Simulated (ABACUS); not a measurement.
# SiC (P6_3mc) in ABACUS: reference runs

Aim: a first look at SiC with PBE, on the cell as given and on a disturbed one.

Program: ABACUS 3.10.1. These are calculated values, not measurements. Logs are shortened: lines on timing, memory, paths and dates and some standing lists are left out, and cuts for length are marked.

### Step 1. The crystal as given

Symmetry: P6_3mc, No. 186, hexagonal system. The conventional cell has a = 3.076 Å, b = 3.076 Å, c = 10.071 Å, α = 90.00°, β = 90.00°, γ = 120.00°. Around Si (site symmetry 3m) lie 4 C at 1.88 to 1.89 Å. Si (site symmetry 3m) is surrounded by 4 C at 1.88 to 1.89 Å. C (site symmetry 3m) has 4 Si at 1.88 to 1.89 Å as nearest neighbours. C (site symmetry 3m) has 4 Si at 1.88 to 1.89 Å as nearest neighbours.

The cell is a database's computed one.

### Step 2. Single point, PBE

Contents of INPUT:

```
INPUT_PARAMETERS
suffix              SiC
calculation         scf
basis_type          pw
pseudo_dir          ./
symmetry            1
dft_functional      pbe
ecutwfc             82
pseudo_rcut         10
nspin               1
nbands              20
ks_solver           dav
smearing_method     fd
smearing_sigma      0.00367493
scf_thr             1e-08
scf_nmax            100
mixing_type         broyden
mixing_beta         0.7
cal_force           1
cal_stress          1
out_chg             1
out_pot             2
out_elf             1
```

Contents of STRU:

```
ATOMIC_SPECIES
Si 28.0850 Si.upf
C 12.0110 C.upf

LATTICE_CONSTANT
1.8897261246

LATTICE_VECTORS
3.0756941497 0.0000000000 0.0000000000
-1.5378470748 2.6636292679 0.0000000000
0.0000000000 0.0000000000 10.0706464800

ATOMIC_POSITIONS
Direct

Si
0.0
4
0.0000000000 0.0000000000 0.1878943800 1 1 1
0.0000000000 0.0000000000 0.6878943800 1 1 1
0.3333333333 0.6666666667 0.4378419800 1 1 1
0.6666666667 0.3333333333 0.9378419800 1 1 1

C
0.0
4
0.0000000000 0.0000000000 0.0004600500 1 1 1
0.0000000000 0.0000000000 0.5004600500 1 1 1
0.3333333333 0.6666666667 0.2498025900 1 1 1
0.6666666667 0.3333333333 0.7498025900 1 1 1
```

Contents of KPT:

```
K_POINTS
0
Gamma
10 10 3 0 0 0
```

Potentials or basis: PseudoDojo NC SR 0.4.1 PBE standard, plane waves.

Command:

```bash
OMP_NUM_THREADS=1 mpirun -np 4 abacus > log
```

running log:

```text
ABACUS v3.10.1

               Atomic-orbital Based Ab-initio Computation at UStc

 ------------------------------------------------------------------------------------

 READING GENERAL INFORMATION
                           global_out_dir = OUT.SiC/
                           global_in_card = INPUT
                               pseudo_dir = ./
                              orbital_dir =
                                    DSIZE = 4
                                    GSIZE = 1
[... 5 lines left out ...]

 READING ATOM TYPE 1
                               atom label = Si
                      L=0, number of zeta = 1
                      L=1, number of zeta = 1
                      L=2, number of zeta = 1
             number of atom for this type = 4

 READING ATOM TYPE 2
                               atom label = C
                      L=0, number of zeta = 1
                      L=1, number of zeta = 1
                      L=2, number of zeta = 1
             number of atom for this type = 4

                        TOTAL ATOM NUMBER = 8
DIRECT COORDINATES
    atom                   x                   y                   z     mag                  vx                  vy                  vz
taud_Si1            0.0000000000        0.0000000000        0.1878943800  0.0000        0.0000000000        0.0000000000        0.0000000000
taud_Si2            0.0000000000        0.0000000000        0.6878943800  0.0000        0.0000000000        0.0000000000        0.0000000000
taud_Si3            0.3333333333        0.6666666667        0.4378419800  0.0000        0.0000000000        0.0000000000        0.0000000000
taud_Si4            0.6666666667        0.3333333333        0.9378419800  0.0000        0.0000000000        0.0000000000        0.0000000000
taud_C1            0.0000000000        0.0000000000        0.0004600500  0.0000        0.0000000000        0.0000000000        0.0000000000
taud_C2            0.0000000000        0.0000000000        0.5004600500  0.0000        0.0000000000        0.0000000000        0.0000000000
taud_C3            0.3333333333        0.6666666667        0.2498025900  0.0000        0.0000000000        0.0000000000        0.0000000000
taud_C4            0.6666666667        0.3333333333        0.7498025900  0.0000        0.0000000000        0.0000000000        0.0000000000

                          Volume (Bohr^3) = 556.764
                             Volume (A^3) = 82.5038

 Lattice vectors: (Cartesian coordinate: in unit of a_0)
             +3.07569                  +0                  +0
             -1.53785            +2.66363                  +0
                   +0                  +0            +10.0706
 Reciprocal vectors: (Cartesian coordinate: in unit of 2 pi/a_0)
             +0.32513           +0.187714                  -0
                   -0           +0.375428                  -0
                   +0                  -0          +0.0992985
 The esolver type has been set to : ksdft_pw

                PAO radial cut off (Bohr) = 10

 Read in pseudopotential file is Si.upf
                     pseudopotential type = NC
          exchange-correlation functional = PBE
                 nonlocal core correction = 1
                        valence electrons = 4
                                     lmax = 2
                           number of zeta = 2
                     number of projectors = 6
                           L of projector = 0
[... 5 lines left out ...]
                PAO radial cut off (Bohr) = 10

 Read in pseudopotential file is C.upf
                     pseudopotential type = NC
          exchange-correlation functional = PBE
                 nonlocal core correction = 1
                        valence electrons = 4
                                     lmax = 1
                           number of zeta = 2
                     number of projectors = 4
                           L of projector = 0
                           L of projector = 0
                           L of projector = 1
                           L of projector = 1
     initial pseudo atomic orbital number = 32

 SETUP THE ELECTRONS NUMBER
            electron number of element Si = 4
      total electron number of element Si = 16
             electron number of element C = 4
       total electron number of element C = 16
            AUTOSET number of electrons:  = 32
                           occupied bands = 16
                                   NBANDS = 20
                                   NLOCAL = 72

 SETUP THE PLANE WAVE BASIS
 energy cutoff for charge/potential (unit:Ry) = 328
            fft grid for charge/potential = [ 36, 36, 120 ]
                        fft grid division = [ 1, 1, 1 ]
        big fft grid for charge/potential = [ 36, 36, 120 ]
                                     nbxx = 38880
                                     nrxx = 38880

 SETUP PLANE WAVES FOR CHARGE/POTENTIAL
                    number of plane waves = 55837
[... 69 lines left out ...]
                   Input type of k points = Monkhorst-Pack(Gamma)
                                   nkstot = 300
                       right hand lattice = 1
(for reciprocal lattice: )
                             BRAVAIS TYPE = 4
                     BRAVAIS LATTICE NAME = 04. Hexagonal cell
                                    ibrav = 4
                       right hand lattice = 1
(for k-lattice: )
                             BRAVAIS TYPE = 4
                     BRAVAIS LATTICE NAME = 04. Hexagonal cell
                                    ibrav = 4
                       right hand lattice = 1
                        ROTATION MATRICES = 24
                               nkstot_ibz = 28
K-POINTS REDUCTION ACCORDING TO SYMMETRY
     IBZ    DIRECT_X    DIRECT_Y    DIRECT_Z  WEIGHT  ibz2bz
       1  0.00000000  0.00000000  0.00000000  0.0033       0
       2 -0.10000000  0.10000000  0.00000000  0.0200       1
       3 -0.20000000  0.20000000  0.00000000  0.0200       2
       4 -0.30000000  0.30000000  0.00000000  0.0200       3
       5 -0.40000000  0.40000000  0.00000000  0.0200       4
       6  0.50000000  0.50000000  0.00000000  0.0100       5
[... 20 lines left out ...]
      27  0.40000000  0.40000000  0.33333333  0.0400     124
      28  0.40000000  0.30000000  0.33333333  0.0400     133

                               nkstot now = 28
[... K-POINTS DIRECT COORDINATES: 28 rows ...]

           k-point number in this process = 28
       minimum distributed K point number = 28
[... stars of the k points ...]

[... K-POINTS CARTESIAN COORDINATES: 28 rows ...]

[... K-POINTS DIRECT COORDINATES: 28 rows ...]

 SETUP PLANE WAVES FOR WAVE FUNCTIONS
     energy cutoff for wavefunc (unit:Ry) = 82
              fft grid for wave functions = [ 36, 36, 120 ]
                    number of plane waves = 9865
                         number of sticks = 241

 PARALLEL PW FOR WAVE FUNCTIONS
     PROC   COLUMNS(POT)             PW
        1             60           2466
        2             60           2464
        3             61           2473
        4             60           2462
 --------------- sum -------------------
        4            241           9865

 SETUP NONLOCAL PSEUDOPOTENTIALS IN PLANE WAVE BASIS
 Si non-local projectors:
 projector 1 L=0
 projector 2 L=0
 projector 3 L=1
 projector 4 L=1
 projector 5 L=2
 projector 6 L=2
 C non-local projectors:
 projector 1 L=0
 projector 2 L=0
 projector 3 L=1
 projector 4 L=1
      TOTAL NUMBER OF NONLOCAL PROJECTORS = 104

 Init Non-Local PseudoPotential table :
 Init Non-Local-Pseudopotential done.

                                     npwx = 1786

 Make real space PAO into reciprocal space.
       max mesh points in Pseudopotential = 1001
     dq(describe PAO in reciprocal space) = 0.01
                                    max q = 1091

 number of pseudo atomic orbitals for Si is 2
WARNING: norm of atomic wavefunction # 2 of atomic type Si is 0.999847, renormalized

 number of pseudo atomic orbitals for C is 2
WARNING: norm of atomic wavefunction # 2 of atomic type C is 0.999989, renormalized

 -------------------------------------------
 SELF-CONSISTENT
 -------------------------------------------
                                 init_chg = atomic

 PW ALGORITHM --------------- ION=   1  ELEC=   1--------------------------------

 Density error is 1.69359069665
                          Error Threshold = 0.01
----------------------------------------------------------
     Energy           Rydberg                 eV
----------------------------------------------------------
 E_KohnSham     -81.6411419497       -1110.7847217429
 E_Harris       -77.4033005758       -1053.1259318374
 E_Fermi        0.7470373878         10.1639650929
----------------------------------------------------------
[... 87 lines left out ...]
 Density error is 3.22377678145e-10
                          Error Threshold = 8.49992022278e-11
----------------------------------------------------------
     Energy           Rydberg                 eV
----------------------------------------------------------
 E_KohnSham     -82.1602852297       -1117.8480284291
 E_KS(sigma->0) -82.1602852297       -1117.8480284291
 E_Harris       -82.1603194229       -1117.8484936515
 E_band         8.5349733108         116.1242693049
 E_one_elec     22.4598478230        305.5819066057
 E_Hartree      9.3873212452         127.7210578918
 E_xc           -30.2541827976       -411.6292743814
 E_Ewald        -83.7532715003       -1139.5217185452
 E_entropy(-TS) -0.0000000000        -0.0000000000
 E_descf        0.0000000000         0.0000000000
 E_exx          0.0000000000         0.0000000000
 E_Fermi        0.7947880276         10.8136458775
----------------------------------------------------------

 charge density convergence is achieved
 final etot is -1117.8480284 eV
 EFERMI = 10.813645877 eV
The vacuum level is 7.4441877241 eV

 STATE ENERGY(eV) AND OCCUPATIONS    NSPIN == 1
 1/28 kpoint (Cartesian) = 0.0000 0.0000 0.0000 (1738 pws)
       1       -5.90853     0.00666667
       2       -4.72943     0.00666667
       3       -4.69243     0.00666667
       4       -2.33232     0.00666667
       5       0.967487     0.00666667
       6        5.21088     0.00666667
[... 122 lines left out ...]
      19        13.8416    1.00168e-28
      20        14.3672    2.72570e-33

[... levels at 22 further k points ...]

------------------------------------------------------------------------------------------
 TOTAL-FORCE (eV/Angstrom)
------------------------------------------------------------------------------------------
                       Si1         0.0000000000         0.0000000000         0.0005709784
                       Si2         0.0000000000         0.0000000000         0.0005709784
                       Si3         0.0000000000         0.0000000000        -0.0059377621
                       Si4         0.0000000000         0.0000000000        -0.0059377621
                        C1         0.0000000000         0.0000000000        -0.0024293838
                        C2         0.0000000000         0.0000000000        -0.0024293838
                        C3         0.0000000000         0.0000000000         0.0077961674
                        C4         0.0000000000         0.0000000000         0.0077961674
------------------------------------------------------------------------------------------

----------------------------------------------------------------
 TOTAL-STRESS (KBAR)
----------------------------------------------------------------
        39.1567852616        -0.0000000007         0.0000000000
        -0.0000000007        39.1567852619         0.0000000000
         0.0000000000         0.0000000000        37.7832655562
----------------------------------------------------------------
 TOTAL-PRESSURE: 38.698945 KBAR

 --------------------------------------------
 !FINAL_ETOT_IS -1117.8480284291240423 eV
 --------------------------------------------
```

Wall time 50 s (4 MPI ranks of AMD EPYC 7R43 (Zen 3), shared host); peak memory 0.32 GiB.

Results:

- Free energy: -1117.8480 eV
- Pressure: 3.9 GPa
- Largest force: 0.008 eV/Å
- Band gap on the k mesh: 2.23 eV, indirect (least direct gap 3.36 eV)

Forces on the atoms (eV/Å):
```
Si   0.000  0.000  0.001
Si   0.000  0.000  0.001
Si   0.000  0.000 -0.006
Si   0.000  0.000 -0.006
C    0.000  0.000 -0.002
C    0.000  0.000 -0.002
C    0.000  0.000  0.008
C    0.000  0.000  0.008
```

Caveat: there are fewer bands than atomic start orbitals, so a level may be missed at k points of high symmetry; an odd mesh through Γ misses points on the zone boundary, where band edges often lie.

### Step 3. Single point, PBE (atoms moved at random, drawn with an rms of 0.05 Å)

INPUT is that of step 2.

Contents of STRU:

```
ATOMIC_SPECIES
Si 28.0850 Si.upf
C 12.0110 C.upf

LATTICE_CONSTANT
1.8897261246

LATTICE_VECTORS
3.0756941497 0.0000000000 0.0000000000
-1.5378470748 2.6636292679 0.0000000000
0.0000000000 0.0000000000 10.0706464800

ATOMIC_POSITIONS
Direct

Si
0.0
4
-0.0121500000 -0.0206490000 0.1835520000 1 1 1
-0.0025820000 0.0018400000 0.6876480000 1 1 1
0.3381010000 0.6729920000 0.4410540000 1 1 1
0.6703780000 0.3309140000 0.9353530000 1 1 1

C
0.0
4
-0.0081960000 0.0040860000 0.0031760000 1 1 1
0.0062090000 0.0003760000 0.4997050000 1 1 1
0.3283650000 0.6555110000 0.2492340000 1 1 1
0.6667050000 0.3285780000 0.7480500000 1 1 1
```

KPT is that of step 2.

Potentials or basis: PseudoDojo NC SR 0.4.1 PBE standard, plane waves.

Command:

```bash
OMP_NUM_THREADS=1 mpirun -np 4 abacus > log
```

Wall time 4 min (4 MPI ranks of AMD EPYC 7R43 (Zen 3), shared host); peak memory 0.68 GiB.

Results (log left out):

```
Free energy            : -1117.7007 eV
Pressure               : 4.3 GPa
Largest force          : 2.067 eV/Å
Band gap on the k mesh : 1.84 eV, indirect (least direct gap 3.12 eV)
```

Forces on the atoms (eV/Å):
```
Si   0.101  0.549  1.838
Si   0.422 -0.331 -0.338
Si   0.242 -0.412 -1.407
Si  -0.792  0.284  0.743
C    0.817 -0.423 -1.851
C   -0.335  0.295  0.702
C   -0.133 -0.276  0.024
C   -0.322  0.315  0.289
```

Stress tensor (GPa, compression positive):
```
 4.86 -1.01  0.07
-1.01  2.87 -0.23
 0.07 -0.23  5.13
```

Levels at points of the mesh, in eV from the valence-band top:
```tsv
k point	band 13	band 14	band 15	band 16	band 17	band 18	band 19	band 20
(0.00, 0.00, 0.00)	-0.78	-0.39	-0.21	0.00	4.73	5.38	5.88	6.12
(0.50, 0.00, 0.00)	-2.64	-2.58	-1.83	-1.31	1.84	2.02	4.01	4.38
(0.00, 0.50, 0.00)	-2.66	-2.60	-1.85	-1.37	1.87	2.01	3.97	4.36
(0.50, 0.50, 0.00)	-2.65	-2.53	-1.85	-1.25	1.87	2.07	4.03	4.32
```

Caveat: there are fewer bands than atomic start orbitals, so a level may be missed at k points of high symmetry; an odd mesh through Γ misses points on the zone boundary, where band edges often lie.
